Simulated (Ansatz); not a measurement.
**SiS2 (Ibam): a single-point run**

The task is a single-point run on SiS2 (Ibam). The structure is shown as the input types it.

Method: DFT PBE, scalar-relativistic, plane waves, PAW, in Ansatz 0.2.0.

## (1) The system as given

Symmetry: Ibam, No. 72, orthorhombic system. Conventional cell: a = 6.295 Å, b = 11.068 Å, c = 5.594 Å, α = 90.00°, β = 90.00°, γ = 90.00°. Si (site symmetry 222) has 4 S at 2.15 Å in its first shell of neighbours. S (site symmetry m) has 2 Si at 2.15 Å in its first shell of neighbours.

The input asks for a charge of +0.5 e on the cell.

Structure file:

```cif
data_structure
_symmetry_space_group_name_H-M 'Ibam'
_symmetry_Int_Tables_number 72
_cell_length_a 6.2946
_cell_length_b 11.0678
_cell_length_c 5.5938
_cell_angle_alpha 90.000
_cell_angle_beta 90.000
_cell_angle_gamma 90.000
_cell_volume 389.70
loop_
_atom_site_label
_atom_site_type_symbol
_atom_site_symmetry_multiplicity
_atom_site_Wyckoff_symbol
_atom_site_fract_x
_atom_site_fract_y
_atom_site_fract_z
_atom_site_occupancy
Si1 Si 4 a 0.00000 0.00000 0.75000 1
S1 S 8 j 0.81599 0.89611 0.00000 1
```

## (2) Input and run

Input file input.yaml:

```yaml
crystal:
  lattice:
    - [-3.1472974623, 5.5338764997, 2.7968812259]
    - [3.1472974623, -5.5338764997, 2.7968812259]
    - [3.1472974623, 5.5338764997, -2.7968812259]
  atoms:
    - { symbol: Si, position: [0.75, 0.75, 0.0] }
    - { symbol: Si, position: [0.25, 0.25, 0.0] }
    - { symbol: S, position: [0.8961120135, 0.8159935942, 0.7121056077] }
    - { symbol: S, position: [0.1038879865, 0.1840064058, 0.2878943923] }
    - { symbol: S, position: [0.3961120135, 0.6840064058, 0.0801184193] }
    - { symbol: S, position: [0.6038879865, 0.3159935942, 0.9198815807] }
basis:
  ecutwfc: 420
  ecutrho_ratio: 4
kpoints:
  mp_grid: { grid: [8, 8, 8] }
hamiltonian:
  xc: pbe
scf:
  occupations: { method: gaussian, width: 0.05 }
  max_iter: 80
output:
  forces: true
  stress: true
total_charge: 0.5
```

Command:

```sh
ansatz run input.yaml --threads 4 --pin off --max-ram 7168MiB --backend cpu --events-out ev --progress --plain --runs-dir out
```

What happens when this is run?

The program finished normally. Convergence says nothing about whether the input makes sense.

Look at the input: total_charge is 0.5. The net charge is not the one intended, so the run treats another number of electrons.

To check: delete total_charge (the default then holds).
